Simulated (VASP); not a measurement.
The system is Lu.

```
Lu
1.0
     3.90821    0.00000    0.00000
     0.00000    3.90821    0.00000
     0.00000    0.00000    3.90821
Lu
2
Direct
  0.00000 0.00000 0.00000
  0.50000 0.50000 0.50000
```

This isn't the form of Lu at room conditions, which is hcp.

* Program: VASP 6.6.1
* Task: relaxation of cell and atoms
* Functional: SCAN
* Dispersion: D3
* Potentials or basis: VASP PAW PBE potentials, release 64 (Lu)
* Cutoff: 600 eV
* k mesh: 7 × 7 × 7
* Occupations: gaussian, width 0.05 eV
* Spin: no spin polarisation

At the start: pressure -2.3 GPa; volume 29.85 Å³/atom.

How do energy, volume and symmetry change on relaxing?

Over 10 steps the energy falls by 23.0 meV/atom and the volume is 27.67 Å³/atom (-7.3 %); space group Im-3m (No. 229, to 0.05 Å).

Step by step:
```
step  energy change (eV)  largest force (eV/Å)  pressure (GPa)  volume (Å³)
   1              0.0000                0.0000           -2.32        59.69
   2             -0.0431                0.0000           -1.56        56.03
   3              0.0238                0.0000            4.53        50.17
   4             -0.0409                0.0000            0.86        54.36
   5             -0.0444                0.0000            0.66        54.94
   6             -0.0459                0.0000           -0.42        55.48
   7             -0.0458                0.0000            0.12        55.27
   8             -0.0459                0.0000           -0.08        55.35
   9             -0.0459                0.0000           -0.08        55.35
  10             -0.0459                0.0000           -0.05        55.34
```

Final structure:
```xyz
2
Lattice="3.8107 0.0000 0.0000 0.0000 3.8107 0.0000 0.0000 0.0000 3.8107" Properties=species:S:1:pos:R:3 pbc="T T T"
Lu    0.0000    0.0000    0.0000
Lu    1.9054    1.9054    1.9054
```

Caveat: the PAW data sets were made with another functional, which shifts forces and pressure a little; pairwise dispersion overbinds metals, which lowers pressure and volume.
